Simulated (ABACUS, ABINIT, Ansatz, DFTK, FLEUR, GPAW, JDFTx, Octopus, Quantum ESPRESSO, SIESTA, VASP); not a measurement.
# One calculation of V, 11 ways

```
V
1.0
    -1.51435    1.51435    1.51435
     1.51435   -1.51435    1.51435
     1.51435    1.51435   -1.51435
V
1
Direct
  0.00000 0.00000 0.00000
```

Alike in all runs: task single point; functional PBEsol; k mesh 12 × 12 × 12; occupations fermi-dirac, width 0.05 eV; collinear spin, ferromagnetic start; no spin-orbit coupling. Pressure is positive in compression and, in plane waves, holds the error of the finite cutoff.

```tsv
program and potentials	plane-wave cutoff (eV)	notes	band gap (eV)	pressure (GPa)	net moment per atom (μB)
ABACUS, PseudoDojo NC SR 0.4.1 PBEsol standard, plane waves	1143	-	no gap	-11.99	0.00
JDFTx, PseudoDojo-SR-PBEsol-0.4.1-standard with smoothed tails	1143	-	no gap	-11.99	0.00
DFTK, PseudoDojo SR PBEsol 0.4.1 standard (PBEsol)	1143	-	no gap	-11.99	0.00
VASP, PBE PAW files V_sv, 520 eV	520	potentials made for PBE	no gap	-11.85	0.00
Quantum ESPRESSO, GBRV 1.5 PBEsol	612	-	no gap	-12.21	0.00
GPAW, PAW data sets generated for this functional	600	-	no gap	-10.72	0.00
FLEUR, all-electron, FLAPW	-	-	no gap	-	0.00
ABINIT, PseudoDojo NC SR PBEsol v0.4.1 standard	1143	-	no gap	-11.99	0.00
Ansatz, all-electron LAPW, scalar-relativistic	-	-	no gap	-12.07	0.00
SIESTA, files PseudoDojo sr-pbesol-0.4.1-standard, DZP (energy shift 0.003 Ry; two zetas on semicore shells)	-	atomic basis	no gap	-11.70	0.00
Octopus, pseudodojo_pbesol (PseudoDojo 0.4, PBEsol)	-	-	no gap	-	0.00
```

None finds a gap. The pressure spans -12.21 (Quantum ESPRESSO, GBRV 1.5 PBEsol) to -10.72 GPa (GPAW, PAW data sets generated for this functional), with all-electron results at -12.07. All agree on the net moment per atom. The cell lies far from this level's equilibrium. The state is the one that the start led to, which needn't be the lowest. Rows in atomic bases carry the error of their basis and grid, which can be large.

Differences between rows come from potentials, basis sets and numerical settings, since the functional is the same but for its coding. Runs on potential files found faulty are left out.
